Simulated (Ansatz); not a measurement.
# Co (P6_3/mmc) in Ansatz: further runs

One crystal, Co, is run at these levels: PBE; tasks: single point.

Everything below comes from runs of Ansatz 0.2.0. Logs are shortened: lines on timing, memory, paths and dates and some standing lists are left out, and cuts for length are marked.

**1. Starting point**

It takes space group P6_3/mmc (No. 194, hexagonal). The conventional cell has a = 2.471 Å, b = 2.471 Å, c = 8.088 Å, α = 90.00°, β = 90.00°, γ = 120.00°. Co (site symmetry -6m2) is surrounded by 12 Co at 2.47 Å. Co (site symmetry -3m) has 12 Co at 2.47 Å as nearest neighbours.

**2. Single point, PBE, collinear spin, ferromagnetic start**

input.yaml reads:

```yaml
crystal:
  lattice:
    - [2.4705617809, 0.0, 0.0]
    - [-1.2352808905, 2.1395692639, 0.0]
    - [0.0, 0.0, 8.0882338]
  atoms:
    - { symbol: Co, position: [0.6666666667, 0.3333333333, 0.75], spin: 3.5 }
    - { symbol: Co, position: [0.0, 0.0, 0.5], spin: 3.5 }
    - { symbol: Co, position: [0.3333333333, 0.6666666667, 0.25], spin: 3.5 }
    - { symbol: Co, position: [0.0, 0.0, 0.0], spin: 3.5 }
kpoints:
  mp_grid: { grid: [12, 12, 4] }
scf:
  occupations: { method: fermi_dirac, width: 0.05 }
hamiltonian:
  xc: pbe
  pseudopotentials: { kind: all_electron, lapw: { basis_error: 0.001 } }
magnetization:
  spin_polarized: true
output:
  forces: true
  stress: true
  eigenvalues: true
```

Potentials or basis: all-electron LAPW, scalar-relativistic.

Run with:

```console
ansatz run input.yaml --threads 4 --pin off --max-ram 12288MiB --backend cpu --events-out ev --progress --plain --runs-dir out
```

What it wrote:

```text
Warning: where an SCF of this run starts from atoms to list the orders of its open shells, Co (sites 0, 1, 2, 3, from 0) starts with 3.00 μB on its 3d shell, in the place of the 3.50 μB that the deck gives it: its open shells can hold no more by Hund's first rule. To start from spheres of the given moment, type scf.initial_density.shell_occupations: []
Warning: RAYON_NUM_THREADS=4 ignored (pool sized by the plan → 4); use --threads N
LAPW: plane waves up to 9.074 Å⁻¹, error target 1.0e-3 eV per atom; small_component_spin mean_spin; Co in spheres of 1.235 Å, 17 of its electrons in bands, Dirac shells [] (how accurate: hamiltonian.pseudopotentials.lapw.basis_error, Limitations)
Engine: ansatz 0.2.0, x86_64-unknown-linux-gnu
Pseudopotentials: kind: all_electron
Pseudopotential: Co, LAPW, valence charge 17, lapw/all_electron/scalar/gaussian/Co, Koelling and Harmon's equation, gaussian nucleus
Functional definition: PBE
  parameter kappa = 0.804
  parameter beta = 0.06672455060314922
  exchange = pbe_x(kappa = kappa, mu = beta*pi^2/3)
  correlation = pbe_c(beta = beta)
Crystal: 4 atoms, lattice volume = 42.754 Å³
Basis set: ecut = 313.68442485630817 eV, 563 PW (Γ), exchange–correlation at level 2
Bands: 50, of which v1, the nominal top of the filled ones, is band 34 counted from 1 (33 counted from 0)
Symmetry: 24 space group operations
Space group: P63/mmc (ITA 194), of the structure as read, at distance tolerance 3.5e-5 Å
Magnetic group: BNS 194.263 (UNI 1493), of the structure as read, at distance tolerance 3.5e-5 Å
k-points: 57 of 576
Non-local potential: Co, projectors of the file, none
Initial density: superposition of atomic densities (chi_scale 0.1, normalization cell)
Starting moments: Σ|m| = 14 μB on 4 of 4 sites
Initial wavefunctions: plane waves of lowest kinetic energy (no species holds an atomic orbital)
Functional: x = pbe(κ = 0.804, μ = 0.2195149727645171), c = pbe(β = 0.06672455060314922)
iter 1 solved again at ethr=2.74e-5 eV; its pass at ethr=1.00e-1 eV (dr2=1.87e-2 eV) is discarded
SCF iter   1: F=—  HF=-151670.283913 eV  |F-HF|=—  |Δ(HF+E_count)|=         —  Δρ=6.36e-2 (↑6.36e-2 ↓6.22e-2)  dr2=1.89e-2  dr2_m=1.54e0  M=6.962 μB ∫|m|=7.222 μB  β_m=0.30  ethr=2.74e-5  ⟨swp⟩=3.5  Hψ=42950  notcnv=0
Mixer restart at iter 1: flushing history
preconditioner: auto → Kerker (q_TF=auto, 2.948 Å⁻¹)  [metal: Δε(μ)=0.007 eV  Ē_g=12.451 eV  σ=0.050 eV  W_gap=0.03  n_scr=12 (ndim 8)  ℏωp=34.1 eV  f_vac=0.000  D(μ)=3.40/eV (n_scr^D=50)]
spin=Collinear: Kerker preconditioning applied to the charge; magnetization (m = ρ↑ − ρ↓) channel mixes plain (no charge-response kernel on spin).
SCF iter   2: F=—  HF=-151670.284045 eV  |F-HF|=—  |Δ(HF+E_count)|=   1.32e-4  Δρ=4.52e-2 (↑4.52e-2 ↓4.49e-2)  dr2=1.17e-2  dr2_m=7.93e-1  M=6.870 μB ∫|m|=7.199 μB  β_m=0.65  ethr=2.74e-5  ⟨swp⟩=2.8  Hψ=16716  notcnv=0
SCF iter   3: F=—  HF=-151670.539586 eV  |F-HF|=—  |Δ(HF+E_count)|=   2.56e-1  Δρ=4.99e-3 (↑4.81e-3 ↓4.99e-3)  dr2=1.45e-2  dr2_m=1.72e-3  M=6.610 μB ∫|m|=7.161 μB  β_m=0.47  ethr=1.72e-5  ⟨swp⟩=3.0  Hψ=19180  notcnv=0
iter 4 solved again at ethr=1.61e-6 eV; its pass at ethr=1.72e-5 eV (dr2=1.09e-3 eV) is discarded
SCF iter   4: F=—  HF=-151670.299406 eV  |F-HF|=—  |Δ(HF+E_count)|=         —  Δρ=1.35e-3 (↑1.03e-3 ↓1.35e-3)  dr2=1.09e-3  dr2_m=2.61e-4  M=6.617 μB ∫|m|=7.181 μB  β_m=0.70  ethr=1.61e-6  ⟨swp⟩=2.0  Hψ=29347  notcnv=0
the basis was enlarged: its passes take 1.5 MiB over the memory plan, 4 of 4 planned eigensolver slots
SCF iter   5: F=—  HF=-151670.300716 eV  |F-HF|=—  |Δ(HF+E_count)|=   1.31e-3  Δρ=1.04e-3 (↑5.44e-4 ↓1.04e-3)  dr2=8.68e-4  dr2_m=1.16e-4  M=6.613 μB ∫|m|=7.196 μB  β_m=0.72  ethr=1.61e-6  ⟨swp⟩=2.0  Hψ=15019  notcnv=0
SCF iter   6: F=—  HF=-151670.300848 eV  |F-HF|=—  |Δ(HF+E_count)|=   1.32e-4  Δρ=5.98e-4 (↑4.41e-4 ↓5.98e-4)  dr2=4.13e-4  dr2_m=3.06e-5  M=6.613 μB ∫|m|=7.200 μB  β_m=0.72  ethr=1.28e-6  ⟨swp⟩=2.0  Hψ=15018  notcnv=0
SCF iter   7: F=—  HF=-151670.300985 eV  |F-HF|=—  |Δ(HF+E_count)|=   1.37e-4  Δρ=1.75e-4 (↑1.44e-4 ↓1.75e-4)  dr2=3.07e-5  dr2_m=1.95e-6  M=6.613 μB ∫|m|=7.210 μB  β_m=0.76  ethr=6.07e-7  ⟨swp⟩=2.0  Hψ=15017  notcnv=0
SCF iter   8: F=—  HF=-151670.301000 eV  |F-HF|=—  |Δ(HF+E_count)|=   1.51e-5  Δρ=4.28e-5 (↑4.10e-5 ↓4.28e-5)  dr2=2.32e-6  dr2_m=4.22e-8  M=6.613 μB ∫|m|=7.213 μB  β_m=0.88  ethr=4.52e-8  ⟨swp⟩=2.0  Hψ=15019  notcnv=0
SCF iter   9: F=—  HF=-151670.301000 eV  |F-HF|=—  |Δ(HF+E_count)|=   2.30e-7  Δρ=8.75e-6 (↑7.87e-6 ↓8.75e-6)  dr2=1.74e-7  dr2_m=2.26e-9  M=6.613 μB ∫|m|=7.214 μB  β_m=0.93  ethr=3.41e-9  ⟨swp⟩=2.0  Hψ=15018  notcnv=0
SCF iter  10: F=—  HF=-151670.301000 eV  |F-HF|=—  |Δ(HF+E_count)|=   2.01e-8  Δρ=2.33e-6 (↑1.87e-6 ↓2.33e-6)  dr2=1.81e-9  dr2_m=1.15e-9  M=6.613 μB ∫|m|=7.214 μB  β_m=0.97  ethr=2.57e-10  ⟨swp⟩=2.0  Hψ=15017  notcnv=0
SCF iter  11: F=—  HF=-151670.301000 eV  |F-HF|=—  |Δ(HF+E_count)|=   1.83e-9  Δρ=2.17e-6 (↑6.58e-7 ↓2.17e-6)  dr2=2.78e-9  dr2_m=6.54e-10  M=6.613 μB ∫|m|=7.214 μB  β_m=0.98  ethr=2.66e-12  ⟨swp⟩=2.3  Hψ=15123  notcnv=0
SCF iter  12: F=-151670.301000 eV  HF=-151670.301000 eV  |F-HF|=1.59e-8  |Δ(HF+E_count)|=  9.90e-10  Δρ=1.94e-6 (↑2.22e-7 ↓1.94e-6)  dr2=5.12e-9  dr2_m=3.02e-10  M=6.613 μB ∫|m|=7.214 μB  ethr=2.66e-12  ⟨swp⟩=2.0  Hψ=15017  notcnv=0
SCF 1 converged in 12 iterations: F = -151670.301000 eV  dr2 = 5.12e-9
SCF converged after 12 iterations
Magnetization: 6.6129 μB (37.3064 up, 30.6936 down)
Absolute magnetization: 7.2140 μB (∫|ρ↑−ρ↓|)
Spin contamination: 0.1052 ħ² per cell (⟨S²⟩ above its minimum at these occupations)
Per-site moments (μB) at R_I (Å): [(1.7137592257139342, 1.2352808720491342), (1.6937549420139906, 1.2352808720491342), (1.7137592257139342, 1.2352808720491342), (1.6937549420139906, 1.2352808720491342)]
Free energy (F): -151670.301000 eV
Harris-Foulkes:  -151670.301000 eV  (|F-HF|=1.59e-8)
Internal energy: -151670.267983 eV  (E = F + TS)
E sigma→0 (E₀):  -151670.284492 eV
Entropy (-TS):   -0.033017 eV (-8.254 meV/atom)
Fermi energy:    19.497605 eV
--- Per-component energies (eV) ---
  E_band       = -927.532047
  E_kinetic    = 153930.230316
  E_xc         = -6500.070249
  E_electrostatic = -299100.428050  (all electrons and nuclei)
  E_smearing   = -0.033017  (= −TS)
  E_closure    = 0.000000  (closes the sum)
  E_atoms      = -151637.157050  (free atoms, spherical and without spin; not in F)
  Σ components = -151670.301000   (vs F -151670.301000, Δ=0.00e0)
  Basis errors (estimates in eV, not in F): energy 2.2e-4 per atom: plane waves 1.9e-4 (9.5e-5 summed), levels above the bands 1.7e-140, relativity 2.4e-8, radial functions 2.5e-5, core shells 1.6e-9; eigenvalues (radial functions only) 1.2e-6; not estimated: angular momenta, meshes, grids; target (lapw.basis_error) 1.0e-3; muffin-tin radii Co 1.235 Å
--- Forces (eV/Å), atoms counted from 1 ---
  atom   1  Co     0.00000000     0.00000000     0.00000000
  atom   2  Co    -0.00000000    -0.00000000     0.00000000
  atom   3  Co    -0.00000000    -0.00000000     0.00000000
  atom   4  Co    -0.00000000     0.00000000     0.00000000
  max |Σ_I F_I| component: 1.99e-31 eV/Å
--- Stress (GPa, compression-positive) ---
        5.876291      -0.000000       0.000000
       -0.000000       5.876291       0.000000
        0.000000       0.000000       2.010853
  P = ⅓ Tr σ = 4.5878 GPa (45.878 kbar)
--- Band table (eV; the first three rows and the last of 114) ---
  k-point 0 ↑: bands = ["-76.6808", "-76.6657", "-76.6266", "-76.6113", "-40.0919", "-39.9627", "-39.8772", "-39.7757", "-39.7757", "-39.7580", "-39.7580", "-39.7457", "-39.7447", "-39.7447", "-39.7270", "-39.7270", "10.3149", "12.5348", "12.5615", "14.1606", "16.3876", "16.4199", "16.6612", "16.6612", "16.7040", "16.7040", "16.7235", "16.9558", "16.9558", "17.0300", "17.0300", "17.6356", "17.6356", "17.9660", "17.9660", "18.2909", "18.2909", "18.6874", "18.6874", "19.0958", "25.6840", "34.1854", "34.1882", "41.2333", "41.8040", "42.7507", "44.1206", "44.4079", "44.4079", "45.0804"]
  k-point 1 ↑: bands = ["-76.6790", "-76.6685", "-76.6237", "-76.6131", "-40.0797", "-39.9969", "-39.8426", "-39.7740", "-39.7740", "-39.7625", "-39.7625", "-39.7582", "-39.7402", "-39.7402", "-39.7287", "-39.7287", "10.4717", "11.6546", "13.4018", "14.1213", "16.4416", "16.6577", "16.6810", "16.6883", "16.6883", "16.7314", "16.7314", "16.9137", "16.9137", "16.9810", "16.9810", "17.6931", "17.6931", "17.9184", "17.9184", "18.3655", "18.3655", "18.5099", "18.6395", "18.6395", "26.5824", "31.2905", "37.2155", "41.3241", "41.6826", "42.4733", "43.9632", "44.0161", "44.5132", "44.5132"]
  k-point 2 ↑: bands = ["-76.6743", "-76.6743", "-76.6179", "-76.6179", "-40.0454", "-40.0454", "-39.7933", "-39.7933", "-39.7692", "-39.7692", "-39.7692", "-39.7692", "-39.7335", "-39.7335", "-39.7335", "-39.7335", "10.9313", "10.9313", "13.9296", "13.9296", "16.5698", "16.5698", "16.7466", "16.7466", "16.7466", "16.7466", "16.8938", "16.8938", "16.8938", "16.8938", "17.4275", "17.4275", "17.8113", "17.8113", "17.8113", "17.8113", "18.5137", "18.5137", "18.5137", "18.5137", "28.6681", "28.6681", "40.1801", "40.1801", "41.5708", "41.5708", "43.6794", "43.6794", "44.7920", "44.7920"]
  k-point 56 ↓: bands = ["-74.4970", "-74.4970", "-74.4873", "-74.4873", "-37.9568", "-37.9568", "-37.9339", "-37.9339", "-37.8918", "-37.8918", "-37.8794", "-37.8794", "-37.7800", "-37.7800", "-37.7650", "-37.7650", "16.5648", "16.5648", "16.6652", "16.6652", "16.6741", "16.6741", "16.7667", "16.7667", "17.7663", "17.7663", "17.8653", "17.8653", "19.2208", "19.2208", "19.7693", "19.7693", "20.4762", "20.4762", "20.5737", "20.5737", "25.2111", "25.2111", "25.7446", "25.7446", "26.3687", "26.3687", "29.1898", "29.1898", "30.9610", "30.9610", "31.7848", "31.7848", "37.2378", "37.2378"]
```

Run time: 83 s. Hardware: 4 threads of Intel Xeon at 2.50GHz (Skylake/Cascade Lake), shared host; peak memory 1 GiB.

What came out:

| Property | Result |
| --- | --- |
| Free energy | -151670.3010 eV |
| Pressure | 4.6 GPa |
| Band gap on the k mesh | none (metal or under the smearing width) |
| Net moment | 6.61 μB per cell |
| Absolute moment | 7.21 μB per cell |
| Site moments | Co +1.71, +1.69 μB |

Stress tensor (GPa, compression positive):
```
5.88 0.00 0.00
0.00 5.88 0.00
0.00 0.00 2.01
```

Levels at points of the mesh, in eV from the Fermi level:
Spin up:
```
             k point  band 35  band 36  band 37  band 38  band 39  band 40  band 41  band 42
  (0.00, 0.00, 0.00)    -1.53    -1.21    -1.21    -0.81    -0.81    -0.40     6.19    14.69
 (0.00, 0.00, -0.50)    -1.69    -1.69    -0.98    -0.98    -0.98    -0.98     9.17     9.17
 (0.00, -0.50, 0.00)    -0.55    -0.53     0.18     1.28     2.44     3.06     6.98     7.00
(0.00, -0.50, -0.50)    -0.57    -0.57     1.19     1.19     2.75     2.75     7.32     7.32
```
Spin down:
```tsv
k point	band 26	band 27	band 28	band 29	band 30	band 31	band 32	band 33	band 34	band 35
(0.00, 0.00, 0.00)	-1.13	-1.13	-0.85	-0.85	-0.80	-0.80	-0.44	0.09	0.09	0.44
(0.00, 0.00, -0.50)	-1.05	-1.05	-1.05	-0.94	-0.94	-0.94	-0.94	0.27	0.27	0.27
(0.00, -0.50, 0.00)	-1.14	-0.82	-0.08	-0.04	0.43	1.24	1.26	1.27	1.29	1.34
(0.00, -0.50, -0.50)	-0.90	-0.84	-0.84	-0.26	-0.26	0.85	0.85	1.26	1.26	1.36
```

**3. Single point, PBE, collinear spin, ferromagnetic start**

input.yaml reads:

```yaml
crystal:
  lattice:
    - [2.4705617809, 0.0, 0.0]
    - [-1.2352808905, 2.1395692639, 0.0]
    - [0.0, 0.0, 8.0882338]
  atoms:
    - { symbol: Co, position: [0.6666666667, 0.3333333333, 0.75], spin: 2.0 }
    - { symbol: Co, position: [0.0, 0.0, 0.5], spin: 2.0 }
    - { symbol: Co, position: [0.3333333333, 0.6666666667, 0.25], spin: 2.0 }
    - { symbol: Co, position: [0.0, 0.0, 0.0], spin: 2.0 }
kpoints:
  mp_grid: { grid: [12, 12, 4] }
scf:
  occupations: { method: fermi_dirac, width: 0.05 }
hamiltonian:
  xc: pbe
  pseudopotentials: { kind: all_electron, lapw: { basis_error: 0.001 } }
magnetization:
  spin_polarized: true
output:
  forces: true
  stress: true
  eigenvalues: true
```

Potentials or basis: all-electron LAPW, scalar-relativistic.

Run with:

```console
ansatz run input.yaml --threads 4 --pin off --max-ram 12288MiB --backend cpu --events-out ev --progress --plain --runs-dir out
```

Run time: 74 s. Hardware: 4 threads of Intel Xeon at 2.50GHz (Skylake/Cascade Lake), shared host; peak memory 0.99 GiB.

It converged, with:

- Free energy: -151670.3010 eV
- Pressure: 4.6 GPa
- Band gap on the k mesh: none (metal or under the smearing width)
- Net moment: 6.61 μB per cell
- Absolute moment: 7.21 μB per cell
- Site moments: Co +1.71, +1.69 μB

Stress tensor (GPa, compression positive):
```
5.88 0.00 0.00
0.00 5.88 0.00
0.00 0.00 2.01
```

Levels at points of the mesh, in eV from the Fermi level:
Spin up:
```csv
k point,band 35,band 36,band 37,band 38,band 39,band 40,band 41,band 42
"(0.00, 0.00, 0.00)",-1.53,-1.21,-1.21,-0.81,-0.81,-0.40,6.19,14.69
"(0.00, 0.00, -0.50)",-1.69,-1.69,-0.98,-0.98,-0.98,-0.98,9.17,9.17
"(0.00, -0.50, 0.00)",-0.55,-0.53,0.18,1.28,2.44,3.06,6.98,7.00
"(0.00, -0.50, -0.50)",-0.57,-0.57,1.19,1.19,2.75,2.75,7.32,7.32
```
Spin down:
| k point | band 28 | band 29 | band 30 | band 31 | band 32 | band 33 |
| --- | --- | --- | --- | --- | --- | --- |
| (0.00, 0.00, 0.00) | -0.85 | -0.85 | -0.80 | -0.80 | -0.45 | 0.09 |
| (0.00, 0.00, -0.50) | -1.05 | -0.94 | -0.94 | -0.94 | -0.94 | 0.27 |
| (0.00, -0.50, 0.00) | -0.08 | -0.04 | 0.43 | 1.24 | 1.26 | 1.27 |
| (0.00, -0.50, -0.50) | -0.84 | -0.26 | -0.26 | 0.85 | 0.85 | 1.26 |
